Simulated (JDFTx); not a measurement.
Runs of JDFTx 1.7.0 (patched build) on ZrB2. Symmetry: P6/mmm, No. 191, hexagonal system. The conventional cell has a = 3.170 Å, b = 3.170 Å, c = 3.533 Å, α = 90.00°, β = 90.00°, γ = 120.00°. Zr (site symmetry 6/mmm) is surrounded by 12 B at 2.54 Å. B (site symmetry -6m2) has 3 B at 1.83 Å as nearest neighbours. 

| task | level | potentials or basis | cell | k mesh | cutoff (eV) | density cutoff over wavefunction cutoff | max SCF steps | SCF threshold on the energy | solver of the electrons | further solve for the empty bands | mesh quality | gap on the mesh (eV) | pressure (GPa) | relaxed volume (Å³/atom) |
| --- | --- | --- | --- | --- | --- | --- | --- | --- | --- | --- | --- | --- | --- | --- |
| relaxation of cell and atoms | PBE+D3 | PseudoDojo-SR-PBE-0.5-standard | relaxed | 10 × 10 × 8 | 1034 | 8 | 100 | 1e-09 Ha | scf | no | not flagged | none | 0.0 | 10.07 |
| single point | LDA | SG15-PBE-1.2 with smoothed tails | as given | 5 × 5 × 4 | 1088 | 8 | 100 | 1e-09 Ha | scf | yes | coarse | none | -5.0 | - |
| single point | PBEsol | SG15-PBE-1.2 with smoothed tails | as given | 5 × 5 × 4 | 1088 | 8 | 100 | 1e-09 Ha | scf | yes | coarse | none | -3.3 | - |
| single point | r2SCAN | SG15-PBE-1.2 with smoothed tails | as given | 5 × 5 × 4 | 1088 | 8 | 100 | 1e-09 Ha | scf | yes | coarse | none | (c) | - |
| relaxation of cell and atoms | LDA | PseudoDojo-SR-LDA-0.4.1-standard | relaxed | 10 × 10 × 8 | 1034 | 8 | 100 | 1e-09 Ha | scf | no | not flagged | none | 0.0 | (a) |
| single point | PBE | PseudoDojo-SR-PBE-0.5-standard | as given | 10 × 10 × 8 | 1034 | 4 | 100 | 1e-09 Ha | scf | yes | not flagged | none | 0.8 | - |
| single point | PBE | PseudoDojo-SR-PBE-0.5-standard | as given | 5 × 5 × 4 | 1034 | 8 | 100 | 1e-09 Ha | scf | yes | coarse | none | 0.9 | - |
| relaxation of cell and atoms | RPBE | PseudoDojo-SR-PBE-0.5-standard | relaxed | 10 × 10 × 8 | 1034 | 8 | 100 | 1e-09 Ha | scf | no | not flagged | none | 0.0 | (b) |

Alike in all rows: no spin polarisation; smearing fermi-dirac 0.05 eV.

**Question.** Estimate the missing entries.

**Answer.** (a) 9.89; (b) 10.37; (c) 0.1.

Caveats: some runs use coarse meshes; the potentials were made for another functional, which shifts forces and pressure (some runs); pairwise dispersion overbinds metals, which lowers pressure and volume (some runs); the empty levels aren't tightly converged (some runs).

A k mesh can miss the band edges, and the runs leave out spin-orbit coupling on Zr.

A gap of «none» marks a metal or a gap under the smearing width.

Not every run made on this cell is shown here.
